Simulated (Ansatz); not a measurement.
# CuO (Cccm) in Ansatz: further runs

Runs on CuO. Level: PBE+U. Tasks: projected density of states.

All numbers are computed with Ansatz 0.2.0; they aren't measurements. Logs are shortened: lines on timing, memory, paths and dates and some standing lists are left out, and cuts for length are marked.

## (1) Starting point

Symmetry: Cccm, No. 66, orthorhombic system. Conventional cell: a = 3.982 Å, b = 4.307 Å, c = 5.156 Å, α = 90.00°, β = 90.00°, γ = 90.00°. Cu (site symmetry 2/m) is surrounded by 4 O at 1.95 Å. O (site symmetry 222) has 4 Cu at 1.95 Å as nearest neighbours.

Measurements of this composition are mostly on another form, of space group No. 15.

## (2) Projected density of states, PBE+U

File input.yaml:

```yaml
crystal:
  lattice:
    - [1.990968, -2.15355, 0.0]
    - [1.990968, 2.15355, 0.0]
    - [0.0, 0.0, 5.155928]
  atoms:
    - { symbol: Cu, position: [0.5, 0.0, 0.0] }
    - { symbol: Cu, position: [0.0, 0.5, 0.5] }
    - { symbol: O, position: [0.5, 0.5, 0.25] }
    - { symbol: O, position: [0.5, 0.5, 0.75] }
hamiltonian:
  xc: pbe
  pseudopotentials: { kind: paw }
  hubbard: { sites: [{ species: Cu, l: d, u_eff: 3.0 }] }
kpoints:
  mp_grid: { grid: [9, 9, 5] }
scf:
  occupations: { method: fermi_dirac, width: 0.05 }
  n_extra_bands: 10
output:
  forces: true
  stress: true
  eigenvalues: true
  dos: { projected: true, de: 0.05, nscf_kmesh: { grid: [14, 14, 8] } }
```

Potentials or basis: Ansatz PAW.

The run is started by

```sh
ansatz run input.yaml --threads 2 --pin off --max-ram 5632MiB --backend cpu --events-out ev --progress --plain --runs-dir out
```

Output:

```text
Warning: RAYON_NUM_THREADS=2 ignored (pool sized by the plan → 2); use --threads N
Cu: projections on atomic orbitals take those of the free atom [Ne] 3s2 3p6 3d10 4s1, of charge +0.00 (hamiltonian.pseudopotentials.projection_atoms); the dataset's partial waves leave at most 2.0e-6 of an orbital's norm unspanned inside its sphere
O: projections on atomic orbitals take those of the free atom [He] 2s2 2p4, of charge +0.00 (hamiltonian.pseudopotentials.projection_atoms); the dataset's partial waves leave at most 1.9e-8 of an orbital's norm unspanned inside its sphere
scf.n_extra_bands = 10 over 25 filled bands (N_el = 50.0): the run solves 35 bands
Engine: ansatz 0.2.0, aarch64-unknown-linux-gnu
Pseudopotentials: kind: paw
Pseudopotential: Cu, paw, valence charge 19, recommended cutoff 420 eV (normal), Cu.paw.azcp
Pseudopotential: O, paw, valence charge 6, recommended cutoff 420 eV (normal), O.paw.azcp
Functional definition: PBE
  parameter kappa = 0.804
  parameter beta = 0.06672455060314922
  exchange = pbe_x(kappa = kappa, mu = beta*pi^2/3)
  correlation = pbe_c(beta = beta)
Crystal: 4 atoms, lattice volume = 44.214 Å³
Basis set: ecut = 420 eV, 841 PW (Γ), exchange–correlation on 40×40×72 points (8 copies of the dense FFT grid, shifted against one another)
Bands: 35, of which v1, the nominal top of the filled ones, is band 25 counted from 1 (24 counted from 0)
Symmetry: 8 space group operations
Space group: Cccm (ITA 66), of the structure as read, at distance tolerance 3.5e-5 Å
k-points: 75 of 405
Non-local potential: Cu, projectors of the file, l = 0: 3, l = 1: 2, l = 2: 3, l = 3: 1
Non-local potential: O, projectors of the file, l = 0: 2, l = 1: 2, l = 2: 1
PAW form: soft (Blöchl's): semilocal exchange-correlation on the pseudo side does not see the compensation charge
PAW one-centre angular grid: Cu, 590 points (default); XC on 64 Gauss nodes
PAW one-centre angular grid: O, 110 points (default); XC on 64 Gauss nodes
Initial density: superposition of atomic densities (chi_scale 0.1, normalization cell, long waves of neutral atoms under a Hubbard term (reshape's long-wave potential 0.00 eV rms, cloud 1.98 Å wide))
Initial wavefunctions: pseudopotential atomic-orbital guess
Functional: x = pbe(κ = 0.804, μ = 0.2195149727645171), c = pbe(β = 0.06672455060314922)
iter 1 solved again at ethr=2.09e-3 eV; its pass at ethr=3.10e-3 eV (dr2=1.05e0 eV) is discarded
SCF iter   1: F=—  HF=-14380.864829 eV  |F-HF|=—  |Δ(HF+E_count)|=         —  Δρ=6.39e-2  dr2=1.06e0  ethr=2.09e-3  ⟨swp⟩=1.1  Hψ=12971  notcnv=0
preconditioner: auto → Kerker (q_TF=auto, 2.785 Å⁻¹)  [metal: Δε(μ)=0.018 eV  Ē_g=16.164 eV  σ=0.050 eV  W_gap=0.09  n_scr=16 (ndim 8)  ℏωp=32.6 eV  f_vac=0.007  D(μ)=2.06/eV (n_scr^D=16)]
SCF iter   2: F=—  HF=-14381.071478 eV  |F-HF|=—  |Δ(HF+E_count)|=   2.07e-1  Δρ=5.98e-2  dr2=7.20e-1  ethr=2.09e-3  ⟨swp⟩=2.2  Hψ=4317  notcnv=0
SCF iter   3: F=—  HF=-14381.083917 eV  |F-HF|=—  |Δ(HF+E_count)|=   1.24e-2  Δρ=1.98e-2  dr2=4.72e-2  ethr=1.44e-3  ⟨swp⟩=2.1  Hψ=4578  notcnv=0  defer=223
SCF iter   4: F=—  HF=-14381.185314 eV  |F-HF|=—  |Δ(HF+E_count)|=   1.01e-1  Δρ=1.79e-2  dr2=6.98e-2  ethr=9.44e-5  ⟨swp⟩=2.0  Hψ=4648  notcnv=0  defer=223
SCF iter   5: F=—  HF=-14381.185381 eV  |F-HF|=—  |Δ(HF+E_count)|=   6.70e-5  Δρ=2.09e-3  dr2=1.41e-3  ethr=9.44e-5  ⟨swp⟩=2.0  Hψ=4412  notcnv=0  defer=223
SCF iter   6: F=—  HF=-14381.186624 eV  |F-HF|=—  |Δ(HF+E_count)|=   1.24e-3  Δρ=1.20e-3  dr2=3.83e-4  ethr=2.82e-6  ⟨swp⟩=2.0  Hψ=3867  notcnv=0  defer=223
SCF iter   7: F=—  HF=-14381.186946 eV  |F-HF|=—  |Δ(HF+E_count)|=   3.22e-4  Δρ=3.16e-4  dr2=4.97e-5  ethr=7.67e-7  ⟨swp⟩=2.4  Hψ=3523  notcnv=0  defer=223
SCF iter   8: F=—  HF=-14381.187000 eV  |F-HF|=—  |Δ(HF+E_count)|=   5.39e-5  Δρ=8.17e-5  dr2=4.10e-6  ethr=9.94e-8  ⟨swp⟩=2.1  Hψ=3504  notcnv=0  defer=223
SCF iter   9: F=—  HF=-14381.187003 eV  |F-HF|=—  |Δ(HF+E_count)|=   3.45e-6  Δρ=1.92e-5  dr2=1.54e-7  ethr=8.20e-9  ⟨swp⟩=2.0  Hψ=3588  notcnv=0  defer=223
SCF iter  10: F=-14381.187003 eV  HF=-14381.187003 eV  |F-HF|=5.70e-9  |Δ(HF+E_count)|=   6.15e-8  Δρ=3.71e-6  dr2=5.36e-9  ethr=2.00e-10  ⟨swp⟩=8.1  Hψ=11768  notcnv=0
SCF 1 converged in 10 iterations: F = -14381.187003 eV  dr2 = 5.36e-9
NSCF: frozen V_eff on 285 k-points
SCF converged after 10 iterations
Free energy (F): -14381.187003 eV
Harris-Foulkes:  -14381.187003 eV  (|F-HF|=5.70e-9)
Internal energy: -14381.168085 eV  (E = F + TS)
E sigma→0 (E₀):  -14381.177544 eV
Entropy (-TS):   -0.018918 eV (-4.729 meV/atom)
Fermi energy:    10.556878 eV
--- Per-component energies (eV) ---
  E_band       = -941.102662
  E_kinetic    = 942.660527
  E_local      = -10156.119183  (includes V_loc(G=0)·N_el)
  E_nonlocal   = 882.151447
  E_hartree    = 4403.567766
  E_xc         = -323.095923
  E_vxc        = -414.672347  (∫ρ·V_xc dr)
  E_hubbard    = 1.305308  (on-site DFT+U / exact-exchange correction)
  E_vhub       = -25.802477  (the Hubbard potential's part of the band-sum identity)
  E_paw        = -3642.739806  (= ΣΔE_a)
  E_vpaw       = -976.459401  (= ΣTr[D̂ρ^β])
  E_aug_tail   = 0.005594  (compensation charges beyond the density's cutoff)
  E_ewald      = -6488.903815
  E_smearing   = -0.018918  (= −TS)
  E_closure    = 0.000000  (closes the sum)
  Σ components = -14381.187003   (vs F -14381.187003, Δ=0.00e0)
--- Forces (eV/Å), atoms counted from 1 ---
  atom   1  Cu     0.00000000    -0.00000000     0.00000000
  atom   2  Cu     0.00000000    -0.00000000     0.00000000
  atom   3  O      0.00000000    -0.00000000    -0.00000000
  atom   4  O      0.00000000     0.00000000     0.00000000
  max |Σ_I F_I| component: 1.89e-29 eV/Å
--- Stress (GPa, compression-positive) ---
        3.180239      -0.000000       0.000000
       -0.000000       2.515454       0.000000
        0.000000       0.000000       3.040815
  P = ⅓ Tr σ = 2.9122 GPa (29.122 kbar)
--- Band table (eV; the first three rows and the last of 75) ---
  k-point 0: bands = ["-101.4584", "-101.4580", "-58.9564", "-58.9562", "-58.9366", "-58.9308", "-58.6245", "-58.6241", "-9.0575", "-7.7278", "2.4262", "4.9537", "5.1117", "6.1995", "6.4894", "6.7430", "7.3425", "7.3555", "7.3626", "7.3796", "7.4407", "7.4597", "8.1315", "8.2760", "11.1685", "11.3648", "12.1527", "16.9778", "18.1373", "24.2487", "25.3590", "25.4805", "25.7342", "26.2757", "26.7638"]
  k-point 1: bands = ["-101.4583", "-101.4581", "-58.9564", "-58.9562", "-58.9361", "-58.9314", "-58.6244", "-58.6241", "-8.9506", "-7.8811", "2.7989", "5.0002", "5.1347", "6.0717", "6.5071", "6.5418", "6.7995", "6.8055", "7.3698", "7.4327", "7.9857", "8.0196", "8.0446", "8.0983", "11.0174", "11.1929", "12.6839", "16.0056", "19.4299", "24.3705", "25.1081", "25.5663", "25.6223", "26.3293", "26.3852"]
  k-point 2: bands = ["-101.4581", "-101.4581", "-58.9564", "-58.9563", "-58.9346", "-58.9328", "-58.6244", "-58.6242", "-8.6546", "-8.2498", "3.7937", "5.0890", "5.1054", "5.1630", "6.4434", "6.4507", "6.5025", "6.5296", "7.3903", "7.4131", "7.7773", "7.8621", "8.5803", "8.6317", "10.7519", "10.8366", "13.7246", "14.8354", "21.4360", "23.5192", "24.7579", "25.4657", "25.8811", "25.9134", "26.5552"]
  k-point 74: bands = ["-101.4570", "-101.4569", "-58.9678", "-58.9670", "-58.9319", "-58.9314", "-58.6332", "-58.6328", "-7.8101", "-7.6826", "4.2458", "4.5232", "4.7977", "5.0881", "5.2658", "5.3602", "6.7187", "6.9668", "7.4151", "7.4590", "8.0741", "8.1410", "8.5920", "8.6817", "9.6834", "10.5048", "14.4893", "15.6835", "20.8689", "21.1017", "22.5503", "22.9796", "25.4134", "25.6865", "27.1386"]
Occupation matrices written to <dir>
```

dos.tsv:

```text
# E-E_F[eV]	g_bin_mean(E)[states/eV]	N(E)
# format = ansatz-dos/2
# fermi_ev = 10.595082
# fermi_mp_grid = 14 14 8
# fermi_mp_shift = 0 0 0
# nscf_kmesh_grid = 14 14 8
# nscf_kmesh_shift = 0 0 0
# tetrahedron_fermi_ev = 10.594457
# g_bin_mean(E): the states in a bin one row spacing wide, centred on E, divided by that spacing. States that the method places at a single energy (under output.dos.method: tetrahedron, those of a tetrahedron whose four corners have one energy) are counted whole in the row whose bin holds that energy (on the edge of two bins, in the lower row). The sum of g_bin_mean over a run of rows, times the row spacing, is the number of states from half a spacing under the first of them to half a spacing over the last (a plain sum, not the trapezoid rule).
-112.553439	0.000000e0	0.000000e0
-112.503439	0.000000e0	0.000000e0
-112.453439	0.000000e0	0.000000e0
-112.403439	0.000000e0	0.000000e0
-112.353439	0.000000e0	0.000000e0
-112.303439	0.000000e0	0.000000e0
[... 2625 lines left out ...]
18.996561	0.000000e0	7.000000e1
19.046561	0.000000e0	7.000000e1
```

occupation_matrices:

```text
# The occupation matrices of the corrected shells as a run of Ansatz 0.0.0 ended. An entry of
# hamiltonian.hubbard.sites starts from them by `starting_ns: <path of this file>`, where that key's refused
# combinations let it.
# Free energy -14381.187003 eV.
# projection_atom_Cu: [Ne] 3s2 3p6 3d10 4s1
[... 26 lines left out ...]
  site1_d:
    matrix:
      - [0.9925805870808596, -7.589415207398531e-19, -6.440160904563896e-17, 0.0004600896964621203, 0.009161489090602824]
      - [-7.589415207398531e-19, 0.8978860234304432, 0.10342468651242417, 8.538092108323347e-19, -1.0776969594505914e-16]
      - [-6.440160904563896e-17, 0.10342468651242417, 0.8815487714790446, 1.0833890208561403e-16, -1.8431436932253575e-18]
      - [0.0004600896964621203, 4.336808689942018e-19, 1.0834229021740305e-16, 0.9914334109918077, -0.0010330924025986176]
      - [0.009161489090602824, -1.0776969594505914e-16, -1.6263032587282567e-18, -0.0010330924025986176, 0.9720696846614472]
```

Run time: 14 s. Hardware: 2 threads of Arm Neoverse V1, shared host; peak memory 0.56 GiB.

Results:

| Quantity | Value |
| --- | --- |
| Free energy | -14381.1870 eV |
| Pressure | 2.9 GPa |
| Band gap on the k mesh | none (metal or under the smearing width) |
| Density of states at the Fermi level | 2.15 states/eV per cell |

Stress tensor (GPa, compression positive):
```
3.18 0.00 0.00
0.00 2.52 0.00
0.00 0.00 3.04
```

States per cell in windows of 1 eV (zero at the Fermi level; states under -8 eV left out):
```
from (eV)  total  Cu 3d  O 2p  Cu 4s  O 2s
     -8.0   0.66   0.18  0.41   0.05  0.00
     -7.0   3.10   1.00  1.84   0.22  0.02
     -6.0   4.94   2.18  2.63   0.07  0.02
     -5.0   3.21   1.78  1.33   0.05  0.03
     -4.0   8.81   8.17  0.50   0.10  0.03
     -3.0   6.83   4.12  2.34   0.27  0.03
     -2.0   0.68   0.42  0.21   0.02  0.02
     -1.0   1.90   1.00  0.75   0.03  0.09
      0.0   1.83   0.79  1.00   0.01  0.02
      1.0   0.03   0.00  0.01   0.01  0.01
      2.0   0.16   0.01  0.02   0.07  0.03
      3.0   0.51   0.02  0.08   0.20  0.05
      4.0   1.48   0.04  0.19   0.45  0.06
      5.0   1.61   0.04  0.25   0.83  0.02
      6.0   0.22   0.00  0.02   0.09  0.00
      7.0   0.20   0.00  0.01   0.08  0.01
```

Eigenvalues of the final occupation matrices:
```
  site  spin  trace               eigenvalues
site 1     1   4.74  0.79 0.97 0.99 0.99 1.00
site 2     1   4.74  0.79 0.97 0.99 0.99 1.00
```

Caveat: the pressure holds a Pulay correction of +0.6 GPa for the finite cutoff; the run has no spin polarisation, though such a crystal can be magnetic; U without spin polarisation on a metal has little footing.

(Continued in part 2 of 2.)
